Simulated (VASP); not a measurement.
Wanted: the native input for a VASP 6.6.1 run.

* Task: single point
* Functional: PBEsol
* Potentials or basis: VASP PAW PBE potentials, release 64 (Ti_sv, Se)
* Cutoff: 520 eV
* k mesh: 4 × 4 × 6
* Occupations: gaussian, width 0.05 eV
* Spin: collinear spin, antiferromagnetic start
* Starting moments: [1.0, -1.0, 0.0, 0.0] μB
* Hubbard terms: Ti d U = 8 eV
* Supercell matrix: [1, 1, 0, -1, 1, 0, 0, 0, 1]
* Further INCAR settings: ALGO = Normal; EDIFF = 1e-06

The structure of TiSe lies in POSCAR:

```
TiSe
1.0
    3.4034008100      3.4034008100      0.0000000000
   -3.4034008100      3.4034008100      0.0000000000
    0.0000000000      0.0000000000      3.4034008100
Ti Se
2 2
Direct
    0.0000000000      0.0000000000      0.0000000000
    0.5000000000      0.5000000000      0.0000000000
    0.5000000000      0.0000000000      0.5000000000
    0.0000000000      0.5000000000      0.5000000000
```

The cell comes from a database or a generator and needn't be the stable form of this composition.

One way to write it, as run:

INCAR

```
PREC = Accurate
ENCUT = 520
EDIFF = 1E-6
ISMEAR = 0
SIGMA = 0.05
LREAL = F
LASPH = T
NELM = 60
ALGO = Normal
ISIF = 2
LWAVE = F
LCHARG = T
ISPIN = 2
MAGMOM = 1 -1 0 0
LORBIT = 11
LMAXMIX = 4
LDAU = T
LDAUTYPE = 2
LDAUL = 2 -1
LDAUU = 8 0
LDAUJ = 0 0
LDAUPRINT = 1
GGA = PS
LELF = T
LVHAR = T
```

KPOINTS

```
regular mesh
0
Gamma
  4 4 6
```

Potentials or basis: VASP PAW PBE potentials, release 64 (Ti_sv, Se).

Command:

```bash
$ cat potpaw_PBE.64/Ti_sv/POTCAR potpaw_PBE.64/Se/POTCAR > POTCAR
$ mpirun -np 1 vasp_std > vasp.out
```

Results of the run:

```yaml
Pressure: 2.3 GPa
Band_gap_on_the_k_mesh: 0.12 eV
Net_moment: 0.00 μB per cell
Site_moments: Ti +1.68, -1.68; Se +0.00 μB
Valence_electrons_inside_the_program's_atomic_spheres: Ti 10.06; Se 3.94
```

Caveat: the PAW data sets were made with another functional, which shifts forces and pressure a little.

Wall time 67 s on 1 thread of Intel(R) Xeon(R) Platinum 8488C (Sapphire Rapids), with other jobs on the host, peak memory 0.24 GiB.
